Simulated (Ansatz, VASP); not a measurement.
## In2O in VASP and in Ansatz

```
In O
1.0
     4.31210    0.00000    0.00000
     0.00000    4.31210    0.00000
     0.00000    0.00000    3.24933
In O
2 1
Direct
  0.00000 0.50000 0.00000
  0.50000 0.00000 0.00000
  0.50000 0.50000 0.50000
```

Change from the starting cell: ordered vacancies on the anion sites of caesium chloride (P4/mmm, No. 123).

Alike in both runs: task relaxation of cell and atoms; functional PBE; k mesh 12 × 12 × 14; occupations gaussian, width 0.1 eV; no spin polarisation.

|  | VASP | Ansatz |
| --- | --- | --- |
| version | VASP 6.6.1 | Ansatz 0.2.0 |
| potentials or method | VASP PAW PBE potentials, release 64 (In_d, O) | scalar-relativistic, plane waves, PAW |
| plane-wave cutoff (eV) | 600 | 420 |
| valence electrons in the cell | 32 | 32 |

|  | VASP | Ansatz | Ansatz less VASP |
| --- | --- | --- | --- |
| gap on the k mesh at the Fermi level, each at its own relaxed structure (eV) | none | none | - |
| relaxed volume (Å³/atom) | 20.25 | 20.27 | +0.012 |
| relaxed cell length with the largest relative difference (Å) | 4.298 | 4.300 | +0.0015 |

A gap of «none» marks a metal or a gap that the smearing closes.
